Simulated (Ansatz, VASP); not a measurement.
Ag in VASP and in Ansatz

```xyz
1
Lattice="2.8288 0.0000 0.0000 -1.4144 2.4498 0.0000 0.0000 0.0000 2.7229" Properties=species:S:1:pos:R:3 pbc="T T T"
Ag    0.0000    0.0000    0.0000
```

Alike in both runs: functional r2SCAN; k mesh 9 × 9 × 6; occupations gaussian, width 0.1 eV; no spin polarisation.

Ansatz relaxed the structure, and its values are those at the end. VASP's run is a single point on that final structure, the one shown.

```csv
,VASP,Ansatz
version,VASP 6.6.1,Ansatz 0.2.0
potentials or method,"VASP PAW PBE potentials, release 64 (Ag)","scalar-relativistic, plane waves, PAW"
plane-wave cutoff (eV),520,500
valence electrons in the cell,11,19
```

Ansatz gave:

| Property | Result |
| --- | --- |
| gap on the k mesh at the Fermi level (eV) | none |
| pressure (GPa) | -0.2 |

Question: Which values does VASP return?

Answer: gap on the k mesh at the Fermi level (eV): none; pressure (GPa): -0.1.

A gap of «none» marks a metal or a gap that the smearing closes. With one functional, cell and mesh, what is left measures potentials, basis and numerics. The two sets of potentials don't hold the same shells in valence.

Caveats: the k mesh is coarse (spacing up to 0.38 Å⁻¹), so the values aren't converged; the PAW data sets were made with another functional, which shifts forces and pressure a little (VASP).
